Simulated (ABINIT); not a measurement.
Runs of ABINIT 10.8.3 (patched build) on Cu3Au (Auricupride). The structure is cubic, space group Pm-3m (No. 221). The conventional cell has a = 3.740 Å, b = 3.740 Å, c = 3.740 Å, α = 90.00°, β = 90.00°, γ = 90.00°. Au (site symmetry m-3m) is surrounded by 12 Cu at 2.64 Å. Around Cu (site symmetry 4/mmm) lie 4 Au at 2.64 Å and 8 Cu at 2.64 Å. 

```tsv
task	level	potentials or basis	k mesh	cutoff (eV)	fine-grid cutoff	mesh quality	gap on the mesh (eV)	pressure (GPa)
band structure	rPW86PBE	JTH PAW PBE v2.0	7 × 7 × 7	707	1306.15 eV	not flagged	none	14.0
band structure	PW91	JTH PAW PBE v2.0	7 × 7 × 7	707	1306.15 eV	not flagged	none	(a)
band structure	LDA	JTH PAW LDA v2.0	7 × 7 × 7	680	1278.94 eV	not flagged	none	-
band structure	HCTH407	JTH PAW PBE v2.0	7 × 7 × 7	707	1306.15 eV	not flagged	none	4.8
single point	PBEsol	JTH PAW PBE v2.0	3 × 3 × 3	707	1306.15 eV	coarse	none	0.2
```

Alike in all rows: no spin polarisation; cell as given; smearing fermi-dirac 0.05 eV.

Question: Estimate the missing entries.

Answer: (a) 5.2.

Caveats: some runs use coarse meshes; the PAW data sets were made with another functional, which shifts forces and pressure a little (some runs); spin-orbit coupling is left out, which moves the levels of the heavy elements (some runs).

A k mesh can miss the band edges, and the runs leave out spin-orbit coupling on Au.

A gap of «none» marks a metal or a gap under the smearing width.

Runs at the PBE level aren't shown here.
